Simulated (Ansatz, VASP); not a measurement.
## Two plane-wave programs on SnH5

```xyz
6
Lattice="2.9405 0.0000 0.0000 -1.4702 2.5465 0.0000 0.0000 0.0000 8.8530" Properties=species:S:1:pos:R:3 pbc="T T T"
Sn    0.0000    0.0000    4.4265
H     1.4702    0.0000    0.0000
H    -0.7351    1.2733    0.0000
H     0.7351    1.2733    0.0000
H     0.0000    0.0000    2.6363
H     0.0000    0.0000    6.2167
```

Alike in both runs: functional PBE; k mesh 12 × 12 × 6; occupations gaussian, width 0.1 eV; no spin polarisation.

Ansatz relaxed the structure, and its values are those at the end. VASP's run is a single point on that final structure, the one shown.

```csv
,VASP,Ansatz
version,VASP 6.6.1,Ansatz 0.2.0
potentials or method,"VASP PAW PBE potentials, release 64 (Sn_d, H)","scalar-relativistic, plane waves, PAW"
plane-wave cutoff (eV),520,420
valence electrons in the cell,19,19
```

|  | VASP | Ansatz | Ansatz less VASP |
| --- | --- | --- | --- |
| gap on the k mesh at the Fermi level (eV) | none | none | - |
| pressure (GPa) | -0.1 | 0.0 | +0.14 |

A gap of «none» marks a metal or a gap that the smearing closes.
